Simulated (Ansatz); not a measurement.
Strain and the gap of SnS2 (CdI2 type)

SnS2 built on the CdI2 prototype, relaxed with r2SCAN+rVV10 in Ansatz. Space group P-3m1 (No. 164), trigonal; conventional cell a = 3.661 Å, c = 5.962 Å, 23.06 Å³ an atom. Around Sn lie 6 S at 2.57 Å; around S lie 3 Sn at 2.57 Å.

The axes x, y and z are those of this cell:
```xyz
3
Lattice="3.6608 0.0000 0.0000 -1.8304 3.1703 0.0000 0.0000 0.0000 5.9618" Properties=species:S:1:pos:R:3 pbc="T T T"
Sn    0.0000    0.0000    0.0000
S     0.0000    2.1135    1.4642
S     1.8304    1.0568    4.4976
```

Unstrained: The PBE gap is indirect, 1.432 eV (Γ–K (0.23 of the way from Γ) to k = (0, 0.464, 0.323)), below the direct gap of 1.917 eV at k = (0, -1/2, 1/4). r2SCAN gives an indirect gap of 1.750 eV, from Γ–K (0.23 of the way from Γ) to k = (0, 0.464, 0.323); the least direct gap is 2.249 eV at k = (0, -1/2, 1/4). HSE06 gives an indirect gap of 2.315 eV, from Γ–K (0.23 of the way from Γ) to k = (0, 0.464, 0.323); the least direct gap is 2.766 eV at k = (0, -1/2, 1/4). r2SCAN+SOC gives an indirect gap of 1.752 eV, from Γ–K (0.23 of the way from Γ) to k = (0, 0.464, 0.323); the least direct gap is 2.250 eV at k = (0, -1/2, 1/4). Meshes: PBE 12×12×4, r2SCAN 12×12×4, HSE06 6×6×4, r2SCAN+SOC 12×12×4. Strains are changes of length per length. After each strain the atoms were relaxed again with r2SCAN+rVV10 in this cell and within any symmetry left, so distortions that break it or need a larger cell weren't tested; points keep the names that they have in the unstrained zone. Calculated for a static, non-magnetic cell.

Changes of the least gap in eV (an overlap counts as a negative gap):
```csv
strain,volume change (%),space group,PBE,r2SCAN,HSE06,r2SCAN+SOC,G0W0@PBE (mesh)
"epitaxial -4.0 % in the xy plane, free normal strain +2.84 %",-5.2,P-3m1,-0.082,-0.063,-0.132,-0.062,-0.15
"epitaxial -3.0 % in the xy plane, free normal strain +2.23 %",-3.8,P-3m1,-0.025,-0.009,-0.078,-0.008,-0.09
"epitaxial -2.0 % in the xy plane, free normal strain +1.56 %",-2.5,P-3m1,+0.022,+0.037,-0.033,+0.037,-0.05
"epitaxial -1.0 % in the xy plane, free normal strain +0.84 %",-1.2,P-3m1,+0.062,+0.073,+0.002,+0.071,-0.01
"epitaxial +1.0 % in the xy plane, free normal strain -0.78 %",+1.2,P-3m1,-0.109,-0.122,-0.105,-0.123,-0.12
"epitaxial +2.0 % in the xy plane, free normal strain -1.73 %",+2.2,P-3m1,-0.231,-0.252,-0.236,-0.252,-0.24
"epitaxial +3.0 % in the xy plane, free normal strain -2.57 %",+3.4,P-3m1,-0.341,-0.369,-0.354,-0.369,-0.48
"epitaxial +4.0 % in the xy plane, free normal strain -3.59 %",+4.3,P-3m1,-0.518,–,-0.529,–,-0.81
```
Unstrained, G0W0@PBE with 288 empty bands, a screening cutoff of 150 eV and a 6×6×2 mesh gives 2.37 eV on its mesh; the band count follows the volume. G0W0 here is at a finite number of bands, screening cutoff and k mesh, not at the basis limit.

Epitaxial -4.0 % in the xy plane, free normal strain +2.84 %. HSE06: the gap goes from 2.315 to 2.183 eV (-0.132 eV); the edges go from Γ–K (0.23) → (0, 0.464, 0.323) to (0, 0.117, -0.180) → (0, 0.477, 3/8). Stress change with PBE, compression positive: xx +7.39, yy +7.39, zz +0.56 GPa.

Epitaxial -3.0 % in the xy plane, free normal strain +2.23 %. HSE06: the gap goes from 2.315 to 2.237 eV (-0.078 eV); the edges go from Γ–K (0.23) → (0, 0.464, 0.323) to (0, 0.130, -0.161) → (0, 0.474, 0.362). Stress change with PBE, compression positive: xx +5.29, yy +5.29, zz +0.39 GPa.

Epitaxial -2.0 % in the xy plane, free normal strain +1.56 %. HSE06: the gap goes from 2.315 to 2.282 eV (-0.033 eV); the edges go from Γ–K (0.23) → (0, 0.464, 0.323) to (0.141, 0, 0.148) → (0, 0.471, 0.349). Stress change with PBE, compression positive: xx +3.37, yy +3.37, zz +0.23 GPa.

Epitaxial -1.0 % in the xy plane, free normal strain +0.84 %. HSE06: the gap goes from 2.315 to 2.318 eV (+0.002 eV); the edges go from Γ–K (0.23) → (0, 0.464, 0.323) to (0, 0.154, -0.135) → (0, 0.466, 0.336). Stress change with PBE, compression positive: xx +1.60, yy +1.60, zz +0.09 GPa.

Epitaxial +1.0 % in the xy plane, free normal strain -0.78 %. HSE06: the gap goes from 2.315 to 2.210 eV (-0.105 eV); the edges go from Γ–K (0.23) → (0, 0.464, 0.323) to Γ → (0, 0.458, 0.312). Stress change with PBE, compression positive: xx -1.51, yy -1.51, zz -0.16 GPa.

Epitaxial +2.0 % in the xy plane, free normal strain -1.73 %. HSE06: the gap goes from 2.315 to 2.079 eV (-0.236 eV); the edges go from Γ–K (0.23) → (0, 0.464, 0.323) to Γ → (0, 0.453, 0.302). Stress change with PBE, compression positive: xx -2.87, yy -2.87, zz -0.27 GPa.

Epitaxial +3.0 % in the xy plane, free normal strain -2.57 %. HSE06: the gap goes from 2.315 to 1.961 eV (-0.354 eV); the edges go from Γ–K (0.23) → (0, 0.464, 0.323) to Γ → (0, 0.451, 0.292). Stress change with PBE, compression positive: xx -4.13, yy -4.13, zz -0.39 GPa.

Epitaxial +4.0 % in the xy plane, free normal strain -3.59 %. HSE06: the gap goes from 2.315 to 1.786 eV (-0.529 eV). Stress change with PBE, compression positive: xx -5.27, yy -5.27, zz -0.49 GPa.

Only the levels marked +SOC include spin-orbit coupling.

Where an edge lies off the special points, it is a point of the mesh or the k point where a search put PBE's edge or least direct gap, reused for the other functionals, whose own edges may lie a little apart.

Coordinates of k points refer to the reciprocal vectors of the primitive cell of the runs.

The meshes of the hybrids are coarse, so their gaps aren't converged to the digits shown.
